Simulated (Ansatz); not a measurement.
Crystal: CoO.

```
Co O
1.0
     0.00000    2.13150    2.13150
     2.13150    0.00000    2.13150
     2.13150    2.13150    0.00000
Co O
1 1
Direct
  0.00000 0.00000 0.00000
  0.50000 0.50000 0.50000
```

```yaml
Program: Ansatz 0.2.0
Task: relaxation of cell and atoms
Functional: PBEsol
Dispersion: D3(BJ)
Potentials_or_basis: all-electron LAPW, scalar-relativistic
Basis_error_allowed: 0.001 eV/atom
k_mesh: 11 × 11 × 11
Occupations: fermi-dirac, width 0.05 eV
Spin: collinear spin, ferromagnetic start
Starting_moments: "[2.0, 0.0] μB"
```

At the start: volume 9.68 Å³/atom.

**Question.** Where does the relaxation end?

**Answer.** Over 8 steps the energy falls by 5.1 meV/atom and the volume is 9.61 Å³/atom (-0.8 %); space group Fm-3m (No. 225, to 0.05 Å); moment 2.94 μB per cell.

The path:
```tsv
step	energy change (eV)	largest force (eV/Å)	volume (Å³)
1	0.0000	0.0000	19.37
2	-0.0056	0.0000	19.17
3	-0.0099	0.0000	19.24
4	-0.0101	0.0000	19.23
5	-0.0102	0.0000	19.22
6	-0.0102	0.0000	19.22
7	-0.0102	0.0000	19.22
8	-0.0102	0.0000	19.22
```

Final structure:
```
CELL_PARAMETERS angstrom
0.00000 2.12599 2.12599
2.12599 0.00000 2.12599
2.12599 2.12599 0.00000
ATOMIC_POSITIONS crystal
Co 0.00000 0.00000 0.00000
O 0.50000 0.50000 0.50000
```

Caveat: a cell with one magnetic atom can't hold antiferromagnetic order, which such compounds often take.
